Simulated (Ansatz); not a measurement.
# Si2W (I4/mmm) in Ansatz: band structure with HSE06

Aim: the band structure of Si2W with HSE06.

All numbers are computed with Ansatz 0.2.0; they aren't measurements. Logs are shortened: lines on timing, memory, paths and dates and some standing lists are left out, and cuts for length are marked.

### 1 Starting point

It takes space group I4/mmm (No. 139, tetragonal). The conventional cell has a = 3.214 Å, b = 3.214 Å, c = 7.830 Å, α = 90.00°, β = 90.00°, γ = 90.00°. W (site symmetry 4/mmm) has 10 Si at 2.62 Å as nearest neighbours. Si (site symmetry 4mm) has 5 Si at 2.59 to 2.63 Å and 5 W at 2.62 Å as nearest neighbours.

### 2 Band structure, HSE06

Input file input:

```
crystal:
  lattice:
    - [-1.6069, 1.6069, 3.91495]
    - [1.6069, -1.6069, 3.91495]
    - [1.6069, 1.6069, -3.91495]
  atoms:
    - { symbol: W, position: [0.0, 0.0, 0.0] }
    - { symbol: Si, position: [0.6653, 0.6653, 0.0] }
    - { symbol: Si, position: [0.3347, 0.3347, 0.0] }
hamiltonian:
  xc: hse06
  pseudopotentials: { kind: paw }
kpoints:
  mp_grid: { grid: [8, 8, 8] }
  band_path:
    path:
      - [[0.0, 0.0, 0.0], [0.0, 0.0, 0.5], [-0.084235521, 0.084235521, 0.5], [-0.2921177605, 0.2921177605, 0.2921177605], [0.0, 0.0, 0.0], [0.5, 0.5, -0.5], [0.2921177605, 0.7078822395, -0.2921177605], [0.0, 0.5, 0.0], [0.25, 0.25, 0.25], [0.5, 0.5, -0.084235521], [0.5, 0.5, -0.5]]
      - [[0.0, 0.0, 0.5], [0.25, 0.25, 0.25]]
    npoints: 4
scf:
  occupations: { method: fermi_dirac, width: 0.05 }
  n_extra_bands: 7
output:
  forces: true
  stress: true
  eigenvalues: true
  fatbands: false
```

Potentials or basis: Ansatz PAW.

Output:

```text
Warning: output.stress: scf.convergence.dr2_threshold = 1e-7 eV (the SCF's general default) is looser than the 3e-10 eV advised for a printed stress (1e-10 eV for each atom of the cell: 3). What an SCF threshold leaves in a stress goes as its square root, and in the free energy as the threshold itself, and one threshold admits the most on a small cell: of the crystals measured, under no hybrid functional and no lock of the moments, on runs that ended without the residual-converged pass, on stresses that held no estimate of that error, the worst erred by over 100 MPa in a component at 1e-7 eV an atom and by under 5 at 1e-10. Set scf.convergence.dr2_threshold to 3e-10 eV or tighter. The threshold is an SCF's pass mark: one that does not reach it within its budget of iterations ends unconverged, or closes short of it on a stop that the run arms, and scf.convergence.dr2_threshold's page says what that costs each kind of run
Warning: output.stress: scf.exx.energy_threshold = 1e-6 eV is looser than the 3e-8 eV advised for a stress under a hybrid functional (1e-8 eV for each atom of the cell: 3). Every SCF of the exchange loop can meet its threshold on dr2 while the loop round them stops early: no threshold on dr2 bounds what that leaves in the stress. Set scf.exx.energy_threshold to 3e-8 eV or tighter. The threshold is the loop's pass mark: a loop that does not reach it within its budget of cycles ends unconverged, and scf.exx.energy_threshold's page has the law
scf.n_extra_bands = 7 over 11 filled bands (N_el = 22.0): the run solves 18 bands
GPUs: using 1 of 1 available (devices: 1).
Engine: ansatz 0.2.0, x86_64-unknown-linux-gnu
Pseudopotentials: kind: paw
Pseudopotential: W, paw, valence charge 14, recommended cutoff 420 eV (normal), W.paw.azcp
Pseudopotential: Si, paw, valence charge 4, recommended cutoff 420 eV (normal), Si.paw.azcp
Functional definition: HSE06
  parameter a = 0.25
  parameter omega = 0.11/bohr
  exchange = pbe_x - a*pbe_x_sr(omega) + a*exact_x_sr(omega)
  correlation = pbe_c
device memory: the entry about to start is reckoned to put 1.1 GiB on a device that reports 21.8 GiB free (of which the cap on the GPU budget leaves the run 18.0 GiB)
GPU FFT provider: cuFFT
GPU libraries: cuBLAS 13.8.2, cuFFT 12.4.0, cuSOLVER 12.3.4
Crystal: 3 atoms, lattice volume = 40.436 Å³
Basis set: ecut = 420 eV, 793 PW (Γ), exchange–correlation on 64×64×64 points (8 copies of the dense FFT grid, shifted against one another)
Bands: 18, of which v1, the nominal top of the filled ones, is band 11 counted from 1 (10 counted from 0)
Symmetry: 16 space group operations
Space group: I4/mmm (ITA 139), of the structure as read, at distance tolerance 3.4e-5 Å
k-points: 59 of 512
Non-local potential: W, projectors of the file, l = 0: 3, l = 1: 2, l = 2: 2, l = 3: 1
Non-local potential: Si, projectors of the file, l = 0: 2, l = 1: 2, l = 2: 2
PAW form: soft (Blöchl's): semilocal exchange-correlation on the pseudo side does not see the compensation charge
PAW frozen core: W, regenerated for the run's functional, and the local potential with it (the file was generated under x = pbe(κ = 0.804, μ = 0.2195149727645171), c = pbe(β = 0.06672455060314922))
PAW frozen core: Si, regenerated for the run's functional, and the local potential with it (the file was generated under x = pbe(κ = 0.804, μ = 0.2195149727645171), c = pbe(β = 0.06672455060314922))
PAW one-centre angular grid: W, 590 points (default); XC on 64 Gauss nodes
PAW one-centre angular grid: Si, 110 points (default); XC on 64 Gauss nodes
Initial density: superposition of atomic densities (neutral atoms: chi_scale 0, normalization atom), corrected by the library's trained network
Initial wavefunctions: pseudopotential atomic-orbital guess
GPU buffer pool allocated for 32768 grid points (all kernels)
GPU transforms: local potential and band sums: pruned to the plane-wave sphere, on 32×32×32
Functional: x = pbe(κ = 0.804, μ = 0.2195149727645171), c = pbe(β = 0.06672455060314922), warm-up for x = pbe(κ = 0.804, μ = 0.2195149727645171) + 0.25 (exact − pbe) at short range (hse, ω = 0.20786987370883472 Å⁻¹), c = pbe(β = 0.06672455060314922); HSE06 as pw.x's `hse` composes it (authors' and Libxc's form: `xc: wpbeh`)
SCF iter   1: F=—  HF=-11657.446076 eV  |F-HF|=—  |Δ(HF+E_count)|=         —  Δρ=5.48e-3  dr2=1.49e-2  ethr=1.77e-3  ⟨swp⟩=6.6  Hψ=4585  notcnv=0
preconditioner: auto → Kerker (q_TF=auto, 2.465 Å⁻¹)  [metal: Δε(μ)=0.161 eV  Ē_g=9.826 eV  σ=0.050 eV  W_gap=0.47  n_scr=10 (ndim 8)  ℏωp=21.8 eV  f_vac=0.000  D(μ)=0.32/eV (n_scr^D=0)]
SCF iter   2: F=—  HF=-11657.443298 eV  |F-HF|=—  |Δ(HF+E_count)|=   2.78e-3  Δρ=2.38e-3  dr2=1.60e-3  ethr=6.78e-5  ⟨swp⟩=3.9  Hψ=2293  notcnv=0  defer=16
iter 3 solved again at ethr=6.62e-7 eV; its pass at ethr=7.26e-6 eV (dr2=1.46e-4 eV) is discarded
SCF iter   3: F=—  HF=-11657.443160 eV  |F-HF|=—  |Δ(HF+E_count)|=   1.38e-4  Δρ=7.72e-4  dr2=1.49e-4  ethr=6.62e-7  ⟨swp⟩=2.3  Hψ=3646  notcnv=0  defer=1
SCF iter   4: F=—  HF=-11657.443150 eV  |F-HF|=—  |Δ(HF+E_count)|=   9.37e-6  Δρ=7.62e-5  dr2=3.56e-6  ethr=6.62e-7  ⟨swp⟩=2.4  Hψ=1739  notcnv=0  defer=1
SCF iter   5: F=—  HF=-11657.443150 eV  |F-HF|=—  |Δ(HF+E_count)|=   2.34e-9  Δρ=2.18e-5  dr2=1.25e-7  ethr=1.62e-8  ⟨swp⟩=3.7  Hψ=2137  notcnv=0
SCF iter   6: F=—  HF=-11657.443150 eV  |F-HF|=—  |Δ(HF+E_count)|=   1.33e-8  Δρ=5.86e-6  dr2=9.28e-9  ethr=5.67e-10  ⟨swp⟩=2.8  Hψ=1789  notcnv=0
SCF iter   7: F=-11657.443150 eV  HF=-11657.443150 eV  |F-HF|=0.00e0  |Δ(HF+E_count)|=   1.50e-9  Δρ=5.21e-7  dr2=6.63e-11  ethr=4.22e-11  ⟨swp⟩=3.0  Hψ=1906  notcnv=0
[... 16 lines left out ...]
SCF iter   3: F=—  HF=-11659.451149 eV  |F-HF|=—  |Δ(HF+E_count)|=   3.95e-3  Δρ=1.64e-3  dr2=1.84e-3  ethr=7.73e-6  ⟨swp⟩=3.1  Hψ=2648  notcnv=0
SCF iter   4: F=—  HF=-11659.450721 eV  |F-HF|=—  |Δ(HF+E_count)|=   4.29e-4  Δρ=6.27e-4  dr2=3.98e-4  ethr=7.73e-6  ⟨swp⟩=3.0  Hψ=2034  notcnv=0
SCF iter   5: F=—  HF=-11659.450630 eV  |F-HF|=—  |Δ(HF+E_count)|=   9.04e-5  Δρ=1.83e-4  dr2=2.83e-5  ethr=1.61e-6  ⟨swp⟩=2.5  Hψ=1754  notcnv=0
SCF iter   6: F=—  HF=-11659.450728 eV  |F-HF|=—  |Δ(HF+E_count)|=   9.76e-5  Δρ=1.68e-4  dr2=1.64e-5  ethr=5.47e-8  ⟨swp⟩=3.4  Hψ=2721  notcnv=0
SCF iter   7: F=-11659.450724 eV  HF=-11659.450724 eV  |F-HF|=3.17e-7  |Δ(HF+E_count)|=   3.95e-6  Δρ=2.81e-5  dr2=1.13e-6  ethr=5.47e-8  ⟨swp⟩=2.7  Hψ=1786  notcnv=0
SCF 2 stopped early in 7 iterations: F = -11659.450724 eV  dr2 = 1.13e-6
  Residual-converged pass: ⟨swp⟩=4.0  Hψ=2653  notcnv=0  max |occ|·‖R‖ = 6.6e-6 eV (tolerance 6.7e-6 eV)  dr2=1.10e-6  dr2_onsite=1.22e-8  max |Δocc| = 3.0e-10
hybrid outer 1: dexx = +5.055e-3 eV, tail = 9.47e-6 eV
GPU FFT provider: cuFFT
GPU libraries: cuBLAS 13.8.2, cuFFT 12.4.0, cuSOLVER 12.3.4
GPU buffer pool allocated for 32768 grid points (all kernels)
GPU transforms: local potential and band sums: pruned to the plane-wave sphere, on 32×32×32
Exchange kernel: α = 0.2500, screened, ω = 0.2079 Å⁻¹, Wigner–Seitz truncation, v(0) = 1046.8970 eV·Å³, q-mesh 8×8×8, nearest image of the exchange supercell L = 25.71 Å, pair-density grid 18×18×18, without the augmentation charges, whose exchange is taken in its separable form by FFT convolution over the k-point mesh (sized by the pseudopotential files, 25×25×18 at the most), smooth part of the exact exchange by density-matrix convolution in up to 6.30 GiB of GPU memory as planned if the GPU has room (build and FFT work areas not counted)
Frozen-core exchange: fock
SCF iter   1: F=—  HF=-11659.450775 eV  |F-HF|=—  |Δ(HF+E_count)|=         —  Δρ=6.44e-5  dr2=1.31e-6  ethr=2.15e-7  ⟨swp⟩=4.3  Hψ=2853  notcnv=0
preconditioner: auto → none  [insulator: Δε(μ)=0.311 eV  Ē_g=11.168 eV  σ=0.050 eV  W_gap=0.73  n_scr=10 (ndim 8)  ℏωp=21.8 eV  f_vac=0.000  D(μ)=0.13/eV (n_scr^D=0)]
SCF iter   2: F=—  HF=-11659.450774 eV  |F-HF|=—  |Δ(HF+E_count)|=   3.81e-7  Δρ=1.79e-5  dr2=5.17e-8  ethr=4.69e-9  ⟨swp⟩=2.6  Hψ=1765  notcnv=0
SCF iter   3: F=—  HF=-11659.450774 eV  |F-HF|=—  |Δ(HF+E_count)|=   8.62e-8  Δρ=4.32e-6  dr2=2.34e-9  ethr=1.39e-10  ⟨swp⟩=4.1  Hψ=2607  notcnv=0  defer=1
SCF iter   4: F=—  HF=-11659.450774 eV  |F-HF|=—  |Δ(HF+E_count)|=  9.60e-10  Δρ=8.91e-7  dr2=3.44e-10  ethr=9.22e-12  ⟨swp⟩=4.0  Hψ=2509  notcnv=0  defer=3
SCF iter   5: F=-11659.450774 eV  HF=-11659.450774 eV  |F-HF|=0.00e0  |Δ(HF+E_count)|=  7.09e-11  Δρ=1.05e-7  dr2=8.27e-12  ethr=1.16e-12  ⟨swp⟩=2.8  Hψ=1806  notcnv=0  defer=1
SCF 3 converged in 5 iterations: F = -11659.450774 eV  dr2 = 8.27e-12
  Residual-converged pass: ⟨swp⟩=3.1  Hψ=2061  notcnv=0  max |occ|·‖R‖ = 2.6e-7 eV (tolerance 2.7e-7 eV)  dr2=8.29e-12  dr2_onsite=2.20e-13  max |Δocc| = 2.5e-13
hybrid outer 2: dexx = +1.944e-7 eV, tail = 5.51e-9 eV, Δε = 1.69e-3 eV (about 4.15e-5 eV left of the loop's levels), ΔF = 9.45e-4 eV/Å (tail 3.33e-4)
device memory: the entry about to start is reckoned to put 0.4 GiB on a device that reports 18.3 GiB free (of which the cap on the GPU budget leaves the run 18.0 GiB)
NSCF: frozen V_eff on 46 k-points, pencils in batches of 32, up to order 80
hybrid SCF converged: 2 outer / 12 inner (+7 warm-up), last move |dexx| = 1.94e-7 eV, tail = 5.51e-9 eV
Stability not checked: this state was not tested for a lower state beside it, because the functional holds exact exchange (a hybrid, or Hartree-Fock), whose exchange loop this test does not read (fock_operator; see scf.lower_state_search)
Free energy (F): -11659.450774 eV
Frozen-core exchange: fock
Harris-Foulkes:  -11659.450774 eV  (|F-HF|=0.00e0)
Internal energy: -11659.449731 eV  (E = F + TS)
E sigma→0 (E₀):  -11659.450253 eV
Entropy (-TS):   -0.001043 eV (-0.348 meV/atom)
Fermi energy:    16.602252 eV
--- Per-component energies (eV) ---
  E_band       = -114.765919
  E_kinetic    = 540.474172
  E_local      = -941.534793  (includes V_loc(G=0)·N_el)
  E_nonlocal   = 50.273294
  E_hartree    = 370.014187
  E_xc         = -306.067936
  E_vxc        = -270.794797  (∫ρ·V_xc dr)
  E_exx        = -52.622720  (= α·E_x^exact, valence–valence)
  E_paw        = -9612.462173  (= ΣΔE_a)
  E_vpaw       = -127.966506  (= ΣTr[D̂ρ^β])
  E_aug_tail   = -0.000066  (compensation charges beyond the density's cutoff)
  E_ewald      = -1704.482625
  E_core_change = -3.041071  (= ΣΔE_core)
  E_smearing   = -0.001043  (= −TS)
  E_closure    = -0.000000  (closes the sum)
  Σ components = -11659.450774   (vs F -11659.450774, Δ=0.00e0)
--- Forces (eV/Å), atoms counted from 1 ---
  atom   1  W     -0.00000000     0.00000000    -0.00000000
  atom   2  Si     0.00000000    -0.00000000    -0.12860987
  atom   3  Si     0.00000000    -0.00000000     0.12860987
  max |Σ_I F_I| component: 9.71e-17 eV/Å
--- Stress (GPa, compression-positive) ---
       -1.877258       0.000000      -0.000000
        0.000000      -1.877258       0.000000
        0.000000       0.000000      -3.076623
  P = ⅓ Tr σ = -2.2770 GPa (-22.770 kbar)
--- Band table (eV; the first three rows and the last of 59) ---
  k-point 0: bands = ["-60.9979", "-23.9539", "-23.8800", "-23.8800", "0.8764", "8.9523", "12.4370", "13.0225", "13.3098", "13.3098", "17.3220", "19.7769", "20.0348", "20.0982", "20.0982", "22.1025", "23.1493", "23.1493"]
  k-point 1: bands = ["-60.9952", "-23.9467", "-23.9176", "-23.9154", "1.4311", "9.4376", "11.2825", "12.1466", "13.1122", "14.3931", "15.1269", "19.4574", "20.5465", "20.6511", "21.2102", "21.8815", "23.8364", "24.3159"]
  k-point 2: bands = ["-60.9885", "-24.0046", "-24.0000", "-23.9294", "2.9654", "10.0138", "10.3671", "10.4614", "13.0203", "13.4792", "14.2673", "20.2960", "20.3389", "21.1371", "21.5201", "21.5777", "23.1648", "24.9083"]
  k-point 58: bands = ["-60.9980", "-23.9694", "-23.8804", "-23.8804", "3.3986", "4.2700", "12.4536", "13.8039", "15.7025", "15.7025", "16.0081", "16.0081", "17.5561", "21.7272", "22.3851", "23.6251", "25.5130", "26.0937"]
```

Run time: 3 min. Hardware: 1 × NVIDIA H100 80GB HBM3 with 2 threads of AMD EPYC 7R13 (Zen 3), shared host; peak memory 3.9 GiB.

What came out:

- Free energy: -11659.4508 eV
- Pressure: -2.3 GPa
- Largest force: 0.129 eV/Å
- Band gap on the k mesh: none (metal or under the smearing width)

Forces on the atoms (eV/Å):
```
W    0.000  0.000  0.000
Si   0.000  0.000 -0.129
Si   0.000  0.000  0.129
```

Levels at the corners of the path, in eV from the Fermi level:
| point | band 8 | band 9 | band 10 | band 11 | band 12 | band 13 | band 14 | band 15 |
| --- | --- | --- | --- | --- | --- | --- | --- | --- |
| Γ | -3.58 | -3.29 | -3.29 | 0.72 | 3.17 | 3.43 | 3.50 | 3.50 |
| X | -6.11 | -5.64 | -3.74 | -2.14 | 3.26 | 3.89 | 3.94 | 4.59 |
| Y | -5.78 | -4.55 | -3.58 | -2.69 | 2.38 | 2.83 | 3.80 | 5.91 |
| S | -3.37 | -3.12 | -2.85 | -0.41 | 2.35 | 3.22 | 4.09 | 5.06 |
| Γ | -3.58 | -3.29 | -3.29 | 0.72 | 3.17 | 3.43 | 3.50 | 3.50 |
| Z | -2.80 | -0.90 | -0.90 | -0.59 | -0.59 | 0.95 | 5.12 | 5.78 |
| S1 | -3.37 | -3.12 | -2.85 | -0.41 | 2.35 | 3.22 | 4.09 | 5.06 |
| N | -5.48 | -3.24 | -3.07 | -0.54 | 3.26 | 3.57 | 4.50 | 5.24 |
| P | -7.40 | -3.45 | -2.85 | -2.85 | 0.44 | 3.89 | 4.49 | 4.71 |
| Y1 | -5.78 | -4.55 | -3.58 | -2.69 | 2.38 | 2.83 | 3.80 | 5.91 |
| Z | -2.80 | -0.90 | -0.90 | -0.59 | -0.59 | 0.95 | 5.12 | 5.78 |
| X | -6.11 | -5.64 | -3.74 | -2.14 | 3.26 | 3.89 | 3.94 | 4.59 |
| P | -7.40 | -3.45 | -2.85 | -2.85 | 0.44 | 3.89 | 4.49 | 4.71 |

Caveat: spin-orbit coupling is left out, which moves the levels of the heavy elements; the PAW data sets come from PBE, with cores solved anew for the run's functional, which leaves a small shift of forces and pressure; the thresholds are loose for stress.
